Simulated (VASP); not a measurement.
## PbSe (Clausthalite): relaxation of cell and atoms with PBE

The system is PbSe (Clausthalite).

```
Pb Se
1.0
     0.00000    3.06065    3.06065
     3.06065    0.00000    3.06065
     3.06065    3.06065    0.00000
Pb Se
1 1
Direct
  0.00000 0.00000 0.00000
  0.50000 0.50000 0.50000
```

| Quantity | Value |
| --- | --- |
| Program | VASP 6.6.1 |
| Task | relaxation of cell and atoms |
| Functional | PBE |
| Potentials or basis | VASP PAW PBE potentials, release 64 (Pb_d_GW, Se_GW) |
| Cutoff | 680 eV |
| k mesh | 8 × 8 × 8 |
| Occupations | fermi-dirac, width 0.05 eV |
| Spin | no spin polarisation |
| Further INCAR settings | ALGO = Normal; EDIFF = 1e-06; IBRION = 2; EDIFFG = -0.005; NSW = 60; ISIF = 3 |

| Quantity | Value |
| --- | --- |
| Relaxed volume | 30.04 Å³/atom |
| Relaxed cell | a = 4.396 Å, b = 4.396 Å, c = 4.396 Å, α = 60.00°, β = 60.00°, γ = 60.00° |
| Space group after relaxing (to 0.05 Å) | Fm-3m (No. 225) |
| Energy gained by relaxing | 10.0 meV/atom |
| Ionic steps | 3 |
| Pressure after relaxing | 0.0 GPa |
| Band gap on the k mesh | 0.43 eV, direct |

The path:
```tsv
step	energy change (eV)	largest force (eV/Å)	pressure (GPa)	volume (Å³)
1	0.0000	0.0000	2.41	57.34
2	-0.0180	0.0000	-0.67	60.99
3	-0.0199	0.0000	0.02	60.09
```

Final structure:
```
CELL_PARAMETERS angstrom
0.00000 3.10877 3.10877
3.10877 0.00000 3.10877
3.10877 3.10877 0.00000
ATOMIC_POSITIONS crystal
Pb 0.00000 0.00000 0.00000
Se 0.50000 0.50000 0.50000
```

Levels at points of the mesh, in eV from the valence-band top:
```csv
k point,band 8,band 9,band 10,band 11,band 12,band 13,band 14,band 15
"(0.00, 0.00, 0.00)",-6.35,-1.64,-1.64,-1.64,4.64,4.64,4.64,6.65
"(0.50, 0.00, 0.00)",-8.52,-1.26,-1.26,0.00,0.43,1.83,1.83,8.53
"(0.50, 0.50, 0.00)",-7.28,-4.57,-2.91,-2.91,3.93,5.46,5.46,5.88
```

It took 110 s on 1 thread of Intel(R) Xeon(R) Platinum 8488C (Sapphire Rapids) (shared host), peak memory 0.28 GiB.

The cell as given is a measured one (28.67 Å³/atom); PBE puts the equilibrium volume +4.8 % from it, thermal expansion not counted.

Caveat: spin-orbit coupling is left out, which as a rule narrows the gap of such compounds by several tenths of an eV.
